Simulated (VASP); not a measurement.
# B3As: single point with PBE

Crystal: B3As.

```
B As
1.0
     2.86215   -0.00742    0.00599
     0.00761    3.31423    0.02553
     1.42420    0.93753    4.85484
B As
3 1
Direct
  0.78243 0.42679 0.20684
  0.34466 0.22342 0.08237
  0.81941 0.94697 0.13263
  0.56432 0.43456 0.64475
```

The cell was built by a generator and needn't be a form met in nature.

The cell isn't the ideal one: random cell without symmetry.

```yaml
Program: VASP 6.6.1
Task: single point
Functional: PBE
Potentials_or_basis: VASP PAW PBE potentials, release 64 (B, As)
Cutoff: 520 eV
k_mesh: 16 × 14 × 10
Occupations: gaussian, width 0.1 eV
Spin: no spin polarisation
Dipole_correction: no
Further_INCAR_settings: ALGO = Fast; EDIFF = 1e-06; NBANDS = 15
```

* Pressure: 0.1 GPa
* Largest force: 0.021 eV/Å
* Band gap on the k mesh: none (metal or under the smearing width)

Forces in eV/Å, atoms in the order of the input:
```
B    0.000  0.007 -0.020
B    0.000  0.000  0.019
B    0.000 -0.014  0.001
As  -0.001  0.006 -0.001
```

Stress tensor (GPa, compression positive):
```
0.07 0.00 0.00
0.00 0.02 0.02
0.00 0.02 0.27
```

Levels at points of the mesh, in eV from the Fermi level:
| k point | band 3 | band 4 | band 5 | band 6 | band 7 | band 8 | band 9 | band 10 | band 11 | band 12 |
| --- | --- | --- | --- | --- | --- | --- | --- | --- | --- | --- |
| (0.00, 0.00, 0.00) | -7.72 | -4.39 | -3.05 | -1.49 | 0.77 | 3.98 | 4.24 | 4.82 | 6.47 | 7.22 |
| (0.50, 0.00, 0.00) | -8.33 | -5.39 | -3.97 | -2.24 | -0.86 | 0.64 | 2.67 | 5.18 | 5.94 | 7.87 |
| (0.00, 0.50, 0.00) | -8.35 | -5.90 | -3.02 | -1.94 | -1.40 | 3.37 | 4.91 | 5.46 | 5.70 | 7.21 |
| (0.50, 0.50, 0.00) | -7.35 | -5.73 | -5.10 | -3.75 | -1.99 | -1.58 | 0.90 | 2.84 | 6.01 | 7.20 |
| (0.00, 0.00, 0.50) | -4.82 | -3.15 | -2.49 | -2.11 | -1.31 | 1.81 | 4.81 | 4.89 | 5.90 | 7.92 |
| (0.50, 0.00, 0.50) | -8.32 | -5.39 | -3.97 | -2.24 | -0.86 | 0.63 | 2.67 | 5.18 | 5.94 | 7.87 |
| (0.00, 0.50, 0.50) | -8.88 | -5.61 | -2.19 | -2.00 | 0.17 | 2.91 | 3.38 | 5.69 | 5.84 | 6.69 |
| (0.50, 0.50, 0.50) | -7.35 | -5.73 | -5.10 | -3.75 | -2.00 | -1.59 | 0.91 | 2.83 | 6.00 | 7.19 |

Run time: 4.3 min on 1 thread of Intel(R) Xeon(R) 6975P-C (Granite Rapids), on a shared host, peak memory 0.75 GiB.
